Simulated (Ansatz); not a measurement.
# BAs: the cost of one run

Method: DFT PBEsol, scalar-relativistic, plane waves, PAW, in Ansatz 0.2.0.

4 further runs of the same task are left out: 4 set aside as unsound or not needed.

## 1. Starting point

It takes space group F-43m (No. 216, cubic). Conventional cell: a = 4.768 Å, b = 4.768 Å, c = 4.768 Å, α = 90.00°, β = 90.00°, γ = 90.00°. B (site symmetry -43m) has 4 As at 2.06 Å as nearest neighbours. Around As (site symmetry -43m) lie 4 B at 2.06 Å.

Coordinates:

```xyz
2
Lattice="0.0000 2.3839 2.3839 2.3839 0.0000 2.3839 2.3839 2.3839 0.0000" Properties=species:S:1:pos:R:3 pbc="T T T"
B     0.0000    0.0000    0.0000
As    3.5759    3.5759    3.5759
```

This cell was relaxed beforehand with the same method: volume 13.55 Å³/atom, gap on the mesh 1.08 eV.

## 2. Phonons at the zone centre

Contents of input.yaml:

```yaml
crystal:
  lattice:
    - [0.0, 2.3896378935, 2.3896378935]
    - [2.3896378935, 0.0, 2.3896378935]
    - [2.3896378935, 2.3896378935, 0.0]
  atoms:
    - { symbol: B, position: [0.0, 0.0, 0.0] }
    - { symbol: As, position: [0.75, 0.75, 0.75] }
basis:
  ecutwfc: 420
kpoints:
  mp_grid: { grid: [10, 10, 10] }
hamiltonian:
  xc: pbesol
scf:
  occupations: { method: fixed }
output:
  eigenvalues: true
phonons:
  method: dfpt
  dielectric: true
  rigid_motions: translations
  eigenvectors: true
```

The run is started by

```sh
$ ansatz run input.yaml --threads 1 --pin off --max-ram 3072MiB --backend cpu --events-out ev --progress --plain --runs-dir out
```

**Question.** How long does this run take on 1 thread of Intel Xeon Platinum 8259CL at 2.50GHz (Skylake/Cascade Lake), shared host, and how much memory does it need?

About 55 s, with a peak of 0.62 GiB.
